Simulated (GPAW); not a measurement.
**wurtzite (ZnO)₁₋ₓ(CdO)ₓ at x = 0: the O K absorption edge**

Aim: the O K edge in wurtzite (ZnO)₁₋ₓ(CdO)ₓ at x = 0, one member of a composition series.

Method: X-ray absorption from dipole matrix elements to empty bands, plane-wave PAW LDA, in GPAW 26.7.0.

Most raw output is cut from this account.

### Step 1. Set-up

Symmetry: P6_3mc, No. 186, hexagonal system. Conventional cell: a = 3.250 Å, b = 3.250 Å, c = 5.207 Å, α = 90.00°, β = 90.00°, γ = 120.00°. Zn has 4 O at 1.98 Å nearest. Nearest to O lie 4 Zn at 1.98 Å. 16-atom wurtzite cell, 0 of 8 Zn sites taken by Cd at random, lattice constants typed for the ends and interpolated (Vegard). Farther neighbours and most contacts between anions are not listed.

As a file:

```xyz
16
Lattice="6.5000 0.0000 0.0000 0.0000 5.6292 0.0000 0.0000 0.0000 5.2070" Properties=species:S:1:pos:R:3 pbc="T T T"
Zn    0.0000    0.0000    0.0000
O     0.0000    1.8764    0.6256
Zn    0.0000    1.8764    2.6035
O     0.0000    0.0000    3.2291
Zn    1.6250    2.8146    0.0000
O     1.6250    4.6910    0.6256
Zn    1.6250    4.6910    2.6035
O     1.6250    2.8146    3.2291
Zn    3.2500    0.0000    0.0000
O     3.2500    1.8764    0.6256
Zn    3.2500    1.8764    2.6035
O     3.2500    0.0000    3.2291
Zn    4.8750    2.8146    0.0000
O     4.8750    4.6910    0.6256
Zn    4.8750    4.6910    2.6035
O     4.8750    2.8146    3.2291
```

### Step 2. Relaxation

The cell was built by hand, so its atoms are relaxed first: near-edge features follow bond lengths closely.

Contents of relax.py:

```python
import numpy as np
from ase import Atoms
from ase.parallel import parprint, paropen
from gpaw import GPAW, PW, FermiDirac, Mixer, MixerDif, setup_paths
from ase.optimize import BFGS

atoms = Atoms('ZnOZnOZnOZnOZnOZnOZnOZnO',
    cell=[[6.5, 0, 0],
     [0, 5.629165, 0],
     [0, 0, 5.207]],
    scaled_positions=[[0, 0, 0],
     [0, 0.333333, 0.120142],
     [0, 0.333333, 0.5],
     [0, 0, 0.620142],
     [0.25, 0.5, 0],
     [0.25, 0.833333, 0.120142],
     [0.25, 0.833333, 0.5],
     [0.25, 0.5, 0.620142],
     [0.5, 0, 0],
     [0.5, 0.333333, 0.120142],
     [0.5, 0.333333, 0.5],
     [0.5, 0, 0.620142],
     [0.75, 0.5, 0],
     [0.75, 0.833333, 0.120142],
     [0.75, 0.833333, 0.5],
     [0.75, 0.5, 0.620142]],
    pbc=True)
atoms.calc = GPAW(legacy_gpaw=True, mode=PW(500, force_complex_dtype=True), xc='LDA', setups={},
    kpts={'size': (3, 3, 3), 'gamma': True}, occupations=FermiDirac(0.08),
    charge=0, mixer=Mixer(0.1, 5, 50), maxiter=150,
    convergence={'density': 0.0001, 'eigenstates': 1e-6}, txt='relax.txt')
steps = []
opt = BFGS(atoms, logfile='-')
opt.attach(lambda: steps.append([atoms.get_potential_energy(), float(np.linalg.norm(atoms.get_forces(), axis=1).max())]))
done = opt.run(fmax=0.05, steps=30)
out = dict(done=bool(done), steps=steps, frac=atoms.get_scaled_positions().tolist())
import json
with paropen('out.json', 'w') as f:
    json.dump(out, f)
```

Launch:

```sh
$ OMP_NUM_THREADS=1 mpirun -n 4 gpaw python relax.py
```

Elapsed: 28 s, on 4 MPI ranks of Arm Neoverse V2, shared host; peak memory 0.25 GiB.

The forces of the start geometry were already under the goal, so no step was taken.

### Step 3. The field without a hole

The ground state comes first: it tells whether the system has a gap, which decides how the excited electron is treated.

Contents of scf.py:

```python
import numpy as np
from ase import Atoms
from ase.parallel import parprint, paropen
from gpaw import GPAW, PW, FermiDirac, Mixer, MixerDif, setup_paths
from gpaw.test import gen
setup_paths.insert(0, '.')
gen('O', name='nch1s', xcname='LDA', corehole=(1, 0, 0), write_xml=True)
from gpaw.mpi import world
world.barrier()

atoms = Atoms('ZnOZnOZnOZnOZnOZnOZnOZnO',
    cell=[[6.5, 0, 0],
     [0, 5.629165, 0],
     [0, 0, 5.207]],
    scaled_positions=[[0, 0, 0],
     [0, 0.333333, 0.120142],
     [0, 0.333333, 0.5],
     [0, 0, 0.620142],
     [0.25, 0.5, 0],
     [0.25, 0.833333, 0.120142],
     [0.25, 0.833333, 0.5],
     [0.25, 0.5, 0.620142],
     [0.5, 0, 0],
     [0.5, 0.333333, 0.120142],
     [0.5, 0.333333, 0.5],
     [0.5, 0, 0.620142],
     [0.75, 0.5, 0],
     [0.75, 0.833333, 0.120142],
     [0.75, 0.833333, 0.5],
     [0.75, 0.5, 0.620142]],
    pbc=True)
atoms.calc = calc = GPAW(legacy_gpaw=True, mode=PW(500, force_complex_dtype=True), xc='LDA', setups={1: 'nch1s'},
    kpts={'size': (3, 4, 4), 'gamma': True}, occupations=FermiDirac(0.05),
    charge=0, mixer=Mixer(0.1, 5, 50), maxiter=150,
    convergence={'density': 0.0001, 'eigenstates': 1e-6}, txt='scf.txt')
energy = atoms.get_potential_energy() + calc.get_reference_energy()
ef = calc.get_fermi_level()
out = dict(energy=energy, fermi=ef, forces=atoms.get_forces().tolist())
parprint(f'all-electron energy {energy:.4f} eV, Fermi level {ef:.4f} eV')
ev = np.array([[calc.get_eigenvalues(k, s) for k in range(len(calc.get_ibz_k_points()))] for s in range(calc.get_number_of_spins())])
out['homo'], out['lumo'], out['counts'] = ev[ev < ef].max(), ev[ev > ef].min(), sorted(set((ev < ef).sum((0, 2)).tolist()))
out['filled'] = (ev[:, 0] < ef).sum(1).tolist()
import json
with paropen('out.json', 'w') as f:
    json.dump(out, f)
```

Launch:

```sh
$ OMP_NUM_THREADS=1 mpirun -n 4 gpaw python scf.py
```

Elapsed: 56 s, on 4 MPI ranks; peak memory 0.32 GiB; 3.7 min of CPU time.

The mesh shows a gap of 0.70 eV. The excited electron is kept all the same, so that all members of the series, with or without a gap, are treated alike.

### Step 4. Reference energy of the cell

The photon energy needs a difference of total energies, so the cell and mesh of the coming hole run are first run without a hole.

scf.py: that of step 3 with these lines changed.

```diff
@@ -32,3 +32,3 @@
 atoms.calc = calc = GPAW(legacy_gpaw=True, mode=PW(500, force_complex_dtype=True), xc='LDA', setups={1: 'nch1s'},
-    kpts={'size': (3, 4, 4), 'gamma': True}, occupations=FermiDirac(0.05),
+    kpts={'size': (3, 3, 3), 'gamma': True}, occupations=FermiDirac(0.02),
     charge=0, mixer=Mixer(0.1, 5, 50), maxiter=150,
```

It took 27 s on 4 MPI ranks; peak memory 0.26 GiB; 1.8 min of CPU time.

Reference energy: -406610.371 eV with the cores included.

### Step 5. Spectrum with XCH, O atom 2

The holes are 5.2 Å apart. In GPAW the data set carries the hole's charge, so charge=0 means a charged cell and charge=-1 a neutral one. The excited electron is kept in the cell, where it fills the lowest empty states and screens the hole. After the field has converged, empty bands are computed with the density fixed and the dipole matrix elements are summed.

The absorber has 4 Zn at 1.98 Å (tetrahedral).

Contents of xas.py:

```python
import numpy as np
from ase import Atoms
from ase.parallel import parprint, paropen
from gpaw import GPAW, PW, FermiDirac, Mixer, MixerDif, setup_paths
from gpaw.test import gen
setup_paths.insert(0, '.')
gen('O', name='fch1s', xcname='LDA', corehole=(1, 0, 1), write_xml=True)
from gpaw.mpi import world
world.barrier()

atoms = Atoms('ZnOZnOZnOZnOZnOZnOZnOZnO',
    cell=[[6.5, 0, 0],
     [0, 5.629165, 0],
     [0, 0, 5.207]],
    scaled_positions=[[0, 0, 0],
     [0, 0.333333, 0.120142],
     [0, 0.333333, 0.5],
     [0, 0, 0.620142],
     [0.25, 0.5, 0],
     [0.25, 0.833333, 0.120142],
     [0.25, 0.833333, 0.5],
     [0.25, 0.5, 0.620142],
     [0.5, 0, 0],
     [0.5, 0.333333, 0.120142],
     [0.5, 0.333333, 0.5],
     [0.5, 0, 0.620142],
     [0.75, 0.5, 0],
     [0.75, 0.833333, 0.120142],
     [0.75, 0.833333, 0.5],
     [0.75, 0.5, 0.620142]],
    pbc=True)
atoms.calc = calc = GPAW(legacy_gpaw=True, mode=PW(500, force_complex_dtype=True), xc='LDA', setups={1: 'fch1s'},
    kpts={'size': (3, 3, 3), 'gamma': True}, occupations=FermiDirac(0.04),
    charge=-1, mixer=Mixer(0.1, 5, 50), maxiter=150,
    convergence={'density': 0.0001, 'eigenstates': 1e-6}, txt='scf.txt')
energy = atoms.get_potential_energy() + calc.get_reference_energy()
ef = calc.get_fermi_level()
out = dict(energy=energy, fermi=ef, forces=atoms.get_forces().tolist())
parprint(f'all-electron energy {energy:.4f} eV, Fermi level {ef:.4f} eV')
ev = np.array([[calc.get_eigenvalues(k, s) for k in range(len(calc.get_ibz_k_points()))] for s in range(calc.get_number_of_spins())])
out['homo'], out['lumo'], out['counts'] = ev[ev < ef].max(), ev[ev > ef].min(), sorted(set((ev < ef).sum((0, 2)).tolist()))
out['filled'] = (ev[:, 0] < ef).sum(1).tolist()

from ase.units import Ha
from gpaw.xas import dipole_matrix_elements
nb = int(calc.get_number_of_electrons() / 2) + 99
top, nb = nb, nb + 8 + nb // 12
nscf = calc.fixed_density(kpts={'size': (4, 4, 4), 'gamma': True}, nbands=nb,
    convergence={'bands': top, 'eigenstates': 5e-3}, maxiter=60, txt='nscf.txt')
cell = atoms.cell.array
ops = [cell.T @ U.T @ np.linalg.inv(cell.T) for U in nscf.wfs.kd.symmetry.op_scc]
filled = [72]  # bands filled in the ground state, by spin
E = np.arange(-6, 30, 0.1)
fwhm = np.interp(E, [4, 25], [0.9, 3.5])
Y, X, zero, highest = 0, 0, 1e9, 1e9
for spin in range(nscf.get_number_of_spins()):
    wfs = nscf.wfs
    mine = wfs.bd.get_slice()  # this rank's bands
    A = dipole_matrix_elements(wfs.setups[1])
    eps = np.zeros((wfs.kd.nibzkpts, nb))
    d = np.zeros((3, A.shape[1], wfs.kd.nibzkpts, nb), complex)
    for kpt in wfs.kpt_u:
        if kpt.s == spin and 1 in kpt.P_ani:
            eps[kpt.k, mine] = kpt.eps_n * Ha
            d[:, :, kpt.k, mine] = (kpt.weight * wfs.nspins / 2) ** 0.5 * np.inner(A, kpt.P_ani[1])
    world.sum(eps)
    world.sum(d)
    T = np.einsum('amkn,bmkn->abkn', d, d.conj()).real
    T = sum(np.einsum('ai,ijkn,bj->abkn', R, T, R) for R in ops) / len(ops)
    empty = np.ones_like(eps, bool) & (np.arange(nb) >= filled[spin])
    zero, highest = min(zero, eps[empty].min()), min(highest, eps[:, top - 1].min())
    lines = [(eps, T, empty)] if spin == 0 else lines + [(eps, T, empty)]
for eps, T, empty in lines:
    f = np.einsum('aakn->akn', T).reshape(3, -1)
    x = eps.ravel() - zero
    w = np.interp(x, E, fwhm) / 2.35482
    g = np.exp(-0.5 * ((E[:, None] - x) / w) ** 2) / (w * (2 * np.pi) ** 0.5)
    Y = Y + (f * empty.ravel()) @ g.T
    X = X + (f * ~empty.ravel()) @ g.T
out.update(E=E.round(2).tolist(), xas=Y.tolist(), xes=X.tolist(), zero=zero, valid=highest - zero, nk=len(eps), nb=nb)
for i in range(0, len(E), 10):
    parprint(f'{E[i]:7.2f}', *(f'{v:10.3e}' for v in Y[:, i]))
import json
with paropen('out.json', 'w') as f:
    json.dump(out, f)
```

Launch:

```sh
$ OMP_NUM_THREADS=1 mpirun -n 4 gpaw python xas.py
```

It took 2.4 min on 4 MPI ranks; peak memory 0.49 GiB; 9.8 min of CPU time.

The O K spectrum, O atom 2, excited-electron core hole (neutral cell) (energy from the bottom of the conduction band, which holds the excited electron; intensity scaled to a mean of 1 over the first 20 eV; polarised curves are means over the symmetry-equivalent atoms):

| E (eV) | isotropic | ε ⊥ c | ε ∥ c |
| --- | --- | --- | --- |
| -2.00 | 0.00 | 0.00 | 0.00 |
| -1.25 | 0.00 | 0.00 | 0.00 |
| -0.50 | 0.00 | 0.00 | 0.00 |
| 0.25 | 0.01 | 0.01 | 0.00 |
| 1.00 | 0.07 | 0.08 | 0.06 |
| 1.75 | 0.19 | 0.19 | 0.20 |
| 2.50 | 0.43 | 0.47 | 0.36 |
| 3.25 | 0.92 | 0.88 | 0.99 |
| 4.00 | 1.52 | 1.58 | 1.40 |
| 4.75 | 2.00 | 1.97 | 2.05 |
| 5.50 | 2.20 | 2.13 | 2.34 |
| 6.25 | 2.84 | 2.82 | 2.90 |
| 7.00 | 3.09 | 3.51 | 2.27 |
| 7.75 | 2.21 | 2.36 | 1.91 |
| 8.50 | 0.92 | 0.82 | 1.13 |
| 9.25 | 0.83 | 0.54 | 1.41 |
| 10.00 | 0.95 | 0.66 | 1.52 |
| 10.75 | 0.90 | 0.84 | 1.01 |
| 11.50 | 0.94 | 1.06 | 0.69 |
| 12.25 | 1.01 | 1.24 | 0.57 |
| 13.00 | 0.95 | 1.16 | 0.52 |
| 13.75 | 0.74 | 0.84 | 0.55 |
| 14.50 | 0.57 | 0.55 | 0.61 |
| 15.25 | 0.48 | 0.39 | 0.66 |
| 16.00 | 0.42 | 0.31 | 0.64 |
| 16.75 | 0.39 | 0.28 | 0.60 |
| 17.50 | 0.40 | 0.31 | 0.58 |
| 18.25 | 0.47 | 0.40 | 0.60 |
| 19.00 | 0.56 | 0.51 | 0.66 |
| 19.75 | 0.67 | 0.62 | 0.77 |
| 20.50 | 0.78 | 0.73 | 0.89 |
| 21.25 | 0.87 | 0.84 | 0.94 |
| 22.00 | 0.95 | 0.97 | 0.91 |
| 22.75 | 1.02 | 1.12 | 0.83 |
| 23.50 | 1.11 | 1.28 | 0.75 |
| 24.25 | 1.22 | 1.44 | 0.76 |
| 25.00 | 1.32 | 1.53 | 0.89 |
| 25.75 | 1.37 | 1.50 | 1.13 |
| 26.50 | 1.36 | 1.35 | 1.39 |
| 27.25 | 1.27 | 1.14 | 1.52 |
| 28.00 | 1.12 | 0.95 | 1.46 |
| 28.75 | 0.96 | 0.82 | 1.24 |
| 29.50 | 0.84 | 0.76 | 1.00 |

Main maxima below 24 eV (height): 6.9 eV (3.10) and 12.3 eV (1.02). A K edge sees empty p states on the absorber.

The total-energy difference is 534.89 eV. One term is added: -8.83 eV, since the hole is spin-paired here and a spin-polarised one costs that much less in the free atom (computed apart). The photon energy is then 526.06 eV. The functional leaves an error in such absolute values: in the free atom LDA prices this hole 4.1 eV below PBE (computed apart), and PBE is itself good to a few eV.

### Step 6. Reference energy of the cell

The absorbing element, whose data set is made anew, changes for the next run, so it gets a reference energy of its own.

scf.py: that of step 4 with these lines changed.

```diff
@@ -6,3 +6,3 @@
 setup_paths.insert(0, '.')
-gen('O', name='nch1s', xcname='LDA', corehole=(1, 0, 0), write_xml=True)
+gen('Zn', name='nch1s', xcname='LDA', corehole=(1, 0, 0), write_xml=True)
 from gpaw.mpi import world
@@ -31,3 +31,3 @@
     pbc=True)
-atoms.calc = calc = GPAW(legacy_gpaw=True, mode=PW(500, force_complex_dtype=True), xc='LDA', setups={1: 'nch1s'},
+atoms.calc = calc = GPAW(legacy_gpaw=True, mode=PW(500, force_complex_dtype=True), xc='LDA', setups={0: 'nch1s'},
     kpts={'size': (3, 3, 3), 'gamma': True}, occupations=FermiDirac(0.02),
```

Launch:

```sh
$ OMP_NUM_THREADS=1 mpirun -n 4 gpaw python scf.py
```

It took 29 s on 4 MPI ranks; peak memory 0.26 GiB; 1.9 min of CPU time.

Reference energy: -406610.371 eV with the cores included.

### Step 7. Spectrum with XCH, Zn atom 1

The holes are 5.2 Å apart. The excited electron is kept in the cell, where it fills the lowest empty states and screens the hole. After the field has converged, empty bands are computed with the density fixed and the dipole matrix elements are summed.

The absorber has 4 O at 1.98 Å (tetrahedral).

xas.py: that of step 5 with these lines changed.

```diff
@@ -6,3 +6,3 @@
 setup_paths.insert(0, '.')
-gen('O', name='fch1s', xcname='LDA', corehole=(1, 0, 1), write_xml=True)
+gen('Zn', name='fch1s', xcname='LDA', corehole=(1, 0, 1), write_xml=True)
 from gpaw.mpi import world
@@ -31,3 +31,3 @@
     pbc=True)
-atoms.calc = calc = GPAW(legacy_gpaw=True, mode=PW(500, force_complex_dtype=True), xc='LDA', setups={1: 'fch1s'},
+atoms.calc = calc = GPAW(legacy_gpaw=True, mode=PW(500, force_complex_dtype=True), xc='LDA', setups={0: 'fch1s'},
     kpts={'size': (3, 3, 3), 'gamma': True}, occupations=FermiDirac(0.04),
@@ -53,3 +53,3 @@
 E = np.arange(-6, 30, 0.1)
-fwhm = np.interp(E, [4, 25], [0.9, 3.5])
+fwhm = np.interp(E, [4, 25], [1.67, 3.5])
 Y, X, zero, highest = 0, 0, 1e9, 1e9
@@ -58,3 +58,3 @@
     mine = wfs.bd.get_slice()  # this rank's bands
-    A = dipole_matrix_elements(wfs.setups[1])
+    A = dipole_matrix_elements(wfs.setups[0])
     eps = np.zeros((wfs.kd.nibzkpts, nb))
@@ -62,5 +62,5 @@
     for kpt in wfs.kpt_u:
-        if kpt.s == spin and 1 in kpt.P_ani:
+        if kpt.s == spin and 0 in kpt.P_ani:
             eps[kpt.k, mine] = kpt.eps_n * Ha
-            d[:, :, kpt.k, mine] = (kpt.weight * wfs.nspins / 2) ** 0.5 * np.inner(A, kpt.P_ani[1])
+            d[:, :, kpt.k, mine] = (kpt.weight * wfs.nspins / 2) ** 0.5 * np.inner(A, kpt.P_ani[0])
     world.sum(eps)
```

Launch:

```sh
$ OMP_NUM_THREADS=1 mpirun -n 4 gpaw python xas.py
```

The job ended after 2.5 min (4 MPI ranks; peak memory 0.49 GiB).

The Zn K spectrum, Zn atom 1, excited-electron core hole (neutral cell) (energy from the bottom of the conduction band, which holds the excited electron; intensity scaled to a mean of 1 over the first 20 eV; polarised curves are means over the symmetry-equivalent atoms):

| E (eV) | isotropic | ε ⊥ c | ε ∥ c |
| --- | --- | --- | --- |
| -2.0 | 0.00 | 0.00 | 0.00 |
| -1.4 | 0.00 | 0.00 | 0.00 |
| -0.8 | 0.00 | 0.00 | 0.00 |
| -0.2 | 0.00 | 0.00 | 0.00 |
| 0.4 | 0.00 | 0.00 | 0.00 |
| 1.0 | 0.01 | 0.01 | 0.01 |
| 1.6 | 0.02 | 0.02 | 0.03 |
| 2.2 | 0.05 | 0.05 | 0.06 |
| 2.8 | 0.12 | 0.11 | 0.12 |
| 3.4 | 0.25 | 0.26 | 0.24 |
| 4.0 | 0.48 | 0.49 | 0.47 |
| 4.6 | 0.73 | 0.74 | 0.72 |
| 5.2 | 0.91 | 0.92 | 0.88 |
| 5.8 | 1.04 | 1.05 | 1.02 |
| 6.4 | 1.17 | 1.13 | 1.26 |
| 7.0 | 1.27 | 1.12 | 1.55 |
| 7.6 | 1.29 | 1.08 | 1.73 |
| 8.2 | 1.32 | 1.07 | 1.81 |
| 8.8 | 1.45 | 1.22 | 1.91 |
| 9.4 | 1.71 | 1.60 | 1.92 |
| 10.0 | 2.01 | 2.16 | 1.71 |
| 10.6 | 2.23 | 2.65 | 1.40 |
| 11.2 | 2.27 | 2.81 | 1.19 |
| 11.8 | 2.08 | 2.56 | 1.12 |
| 12.4 | 1.75 | 2.03 | 1.20 |
| 13.0 | 1.44 | 1.48 | 1.38 |
| 13.6 | 1.23 | 1.07 | 1.54 |
| 14.2 | 1.08 | 0.83 | 1.57 |
| 14.8 | 0.94 | 0.70 | 1.41 |
| 15.4 | 0.80 | 0.62 | 1.15 |
| 16.0 | 0.69 | 0.57 | 0.92 |
| 16.6 | 0.63 | 0.56 | 0.78 |
| 17.2 | 0.63 | 0.58 | 0.74 |
| 17.8 | 0.68 | 0.63 | 0.77 |
| 18.4 | 0.77 | 0.72 | 0.86 |
| 19.0 | 0.89 | 0.83 | 1.01 |
| 19.6 | 1.03 | 0.95 | 1.17 |
| 20.2 | 1.14 | 1.06 | 1.30 |
| 20.8 | 1.22 | 1.15 | 1.34 |
| 21.4 | 1.23 | 1.21 | 1.28 |
| 22.0 | 1.20 | 1.22 | 1.15 |
| 22.6 | 1.13 | 1.20 | 1.00 |
| 23.2 | 1.07 | 1.17 | 0.86 |
| 23.8 | 1.01 | 1.13 | 0.76 |
| 24.4 | 0.96 | 1.09 | 0.71 |
| 25.0 | 0.92 | 1.03 | 0.69 |
| 25.6 | 0.87 | 0.96 | 0.70 |
| 26.2 | 0.83 | 0.88 | 0.74 |
| 26.8 | 0.80 | 0.81 | 0.79 |
| 27.4 | 0.79 | 0.77 | 0.84 |
| 28.0 | 0.79 | 0.74 | 0.87 |
| 28.6 | 0.79 | 0.75 | 0.89 |
| 29.2 | 0.80 | 0.77 | 0.87 |
| 29.8 | 0.80 | 0.79 | 0.83 |

Main maxima below 29 eV (height): 11.0 eV (2.28) and 21.2 eV (1.23). 

The total-energy difference is 9672.04 eV. One term is added: -30.82 eV, since the hole is spin-paired here and a spin-polarised one costs that much less in the free atom (computed apart). The photon energy is then 9641.22 eV. The tabulated edge of the element is 9659 eV. The functional leaves an error in such absolute values: in the free atom LDA prices this hole 19.1 eV below PBE (computed apart), and PBE is itself good to a few eV.

### Step 8. Results

| Item | Value |
| --- | --- |
| absorber and edge | O K, atom 2 of the ground-state input (counted from 1) |
| surroundings | 4 Zn at 1.98 Å (tetrahedral) |
| highest intensity below 16 eV | 6.9 eV above the zero, height 3.10 |
| photon energy of the zero, with the added terms | 526.1 eV (raw 534.9 eV; LDA puts this hole about 4 eV below PBE, itself good to a few eV) |

**Reading.** The O K edge of atom 2, with 4 Zn at 1.98 Å (tetrahedral), has its highest intensity of the first 16 eV at 6.9 eV above the zero, near 533 eV in photon energy (LDA puts this hole about 4 eV below PBE, itself good to a few eV), 3.1 times the mean level of the first 20 eV (Gaussian full width 0.9 eV up to 4 eV, rising linearly to 3.5 eV at 25 eV). At the O K edge of atom 2 polarisation matters most near 7.1 eV, where the curves differ by 1.3 on this scale. The holes are only 5.2 Å apart, so the shape is probably not converged with cell size; no larger cell was run here. The mesh is coarse (0.30 Å⁻¹ between points), so small maxima may be mesh ripples.

[Logs are printed without paths, hosts, clocks, repeated set-up lines and the standing remarks that a program may print on its own settings, such as how far it seeks lower states.]

[Hosts, paths, dates, database ids (printed as entryN), source tags and the programs' standing remarks are cut or masked in the printed files.]

[Lists of maxima count a maximum above −3 eV only where it reaches 4 % of the highest in the window and stands out from its surroundings by 2 % of it (1.5 % where it reaches 55 %); shoulders and weaker maxima are passed over, and of the rest the first, up to two pre-edge ones and the few strongest are named.]
